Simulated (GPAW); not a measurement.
The system is LiF (Griceite).

```
F Li
1.0
     0.00000    2.01400    2.01400
     2.01400    0.00000    2.01400
     2.01400    2.01400    0.00000
F Li
1 1
Cartesian
  2.0140 2.0140 2.0140
  0.0000 0.0000 0.0000
```

Program: GPAW 26.7.0. Alike in all runs: no spin polarisation; cell as given; k mesh 11 × 11 × 11; cutoff (eV) 800.

Question: Order these runs on this cell by their pressure, lowest first.
A. level PBEint; potentials or basis PAW data sets generated in the run's folder for this functional, pw; smearing fermi-dirac 0.05 eV; band path GXWKGLUWLK,UX; band points 100
B. level PBE; potentials or basis GPAW PAW data sets (gpaw-data 1.2.1), pw; smearing gaussian 0.05 eV
C. level RPBE; potentials or basis the program's PAW data sets (release 1.2.1) made for this functional, pw; smearing gaussian 0.1 eV
D. level r2SCAN; potentials or basis GPAW PAW data sets (gpaw-data 1.2.1), pw; smearing fermi-dirac 0.05 eV; band path GXWKGLUWLK,UX; band points 100
E. level LDA; potentials or basis PAW data sets generated in the run's folder for this functional, pw; smearing fermi-dirac 0.05 eV; band path GXWKGLUWLK,UX; band points 60

Answer: E (-8.0 GPa), D (-1.9 GPa), A (-0.1 GPa), B (2.0 GPa), C (6.2 GPa).

Caveats: the PAW data sets were made with another functional, which shifts forces and pressure a little (some runs).

Not every run made on this cell is shown here.
